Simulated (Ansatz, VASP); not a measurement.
# One calculation of Ir, two programs

```
Ir
1.0
     2.75138    0.00000    0.00000
    -1.37569    2.38276    0.00000
     0.00000    0.00000    4.28380
Ir
2
Direct
  0.33333 0.66667 0.25000
  0.66667 0.33333 0.75000
```

This isn't the form of Ir at room conditions, which is fcc.

Alike in both runs: task single point; functional PBE; k mesh 9 × 9 × 5; occupations fermi-dirac, width 0.05 eV; no spin polarisation.

|  | VASP | Ansatz |
| --- | --- | --- |
| version | VASP 6.6.1 | Ansatz 0.2.0 |
| potentials or method | VASP PAW PBE potentials, release 64 (Ir) | Ansatz PAW |
| plane-wave cutoff (eV) | 520 | 420 |
| valence electrons in the cell | 18 | 34 |

|  | VASP | Ansatz | Ansatz less VASP |
| --- | --- | --- | --- |
| gap on the k mesh at the Fermi level (eV) | none | none | - |
| pressure (GPa) | 15.6 | 15.0 | -0.64 |
| largest component of the traceless stress (GPa) | 13.99 | 14.03 | +0.038 |

A gap of «none» marks a metal or a gap that the smearing closes. The two sets of potentials don't hold the same shells in valence.

Caveats: so large a pressure means that the cell lies far from this level's equilibrium, or that cutoff or potentials fall short (VASP). The runs have no spin-orbit coupling, so splittings on Ir are missing.
